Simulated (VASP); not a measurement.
Something may be wrong with this VASP 6.6.1 calculation of Mo.

Contents of run.py:

```python
from ase.calculators.vasp import Vasp
from ase.filters import UnitCellFilter
from ase.io import read
from ase.optimize import BFGSLineSearch

atoms = read('Mo.xyz')
calc = Vasp(
    directory='calc',
    xc='revpbe',
    pp='PBE',
    setups='recommended',
    prec='Accurate',
    encut=600,
    ediff=1e-06,
    ismear=0,
    sigma=0.01,
    lreal=False,
    lasph=True,
    nelm=94,
    algo='Fast',
    isif=2,
    lwave=False,
    lcharg=False,
    lmaxmix=4,
    ldautype=1,
    ldauprint=1,
    ivdw=12,
    ispin=2,
    magmom=[1.0],
    ldau_luj={'Mo': {'L': 2, 'U': 2, 'J': 0.5}},
    kpts=[9, 9, 7],
    gamma=True,
)
atoms.calc = calc
opt = BFGSLineSearch(UnitCellFilter(atoms), trajectory='relax.traj')
converged = opt.run(fmax=0.02, steps=30)
print('converged:', converged)

print('energy (eV):', atoms.get_potential_energy())
print('free energy (eV):', atoms.get_potential_energy(force_consistent=True))
print('forces (eV/A):')
print(atoms.get_forces())
print('stress (eV/A^3, Voigt):', atoms.get_stress())
print('Fermi level (eV):', calc.get_fermi_level())
print('moment (muB):', atoms.get_magnetic_moment())
print('cell (A, degrees):', atoms.cell.cellpar())
print('volume (A^3):', atoms.get_volume())
print('scaled positions:')
print(atoms.get_scaled_positions())
```

Mo.xyz

```xyz
2
Lattice="0.0000000000 -2.0150000000 -2.0150000000 0.0000000000 2.0150000000 -2.0150000000 4.0300000000 0.0000000000 0.0000000000" Properties=species:S:1:pos:R:3 pbc="T T T"
Mo     1.9679119486     -0.2234284995     -2.1837537312
Mo     0.0470880514     -1.7915715006     -1.8462462688
```

Potentials or basis: VASP PAW PBE potentials, release 64 (Mo_sv).

Launch:

```console
$ python run.py
```

Output:

```text
Traceback (most recent call last):
  ...
ValueError: Expected length of magmom tag to be 2, i.e. 1 value per atom, but got 1
```

Question: How did it end, and where is the flaw?

Answer: The program refused the input. The input holds a flaw that was put in on purpose: wrong count of starting moments (ISPIN = 2; MAGMOM = 1.0).
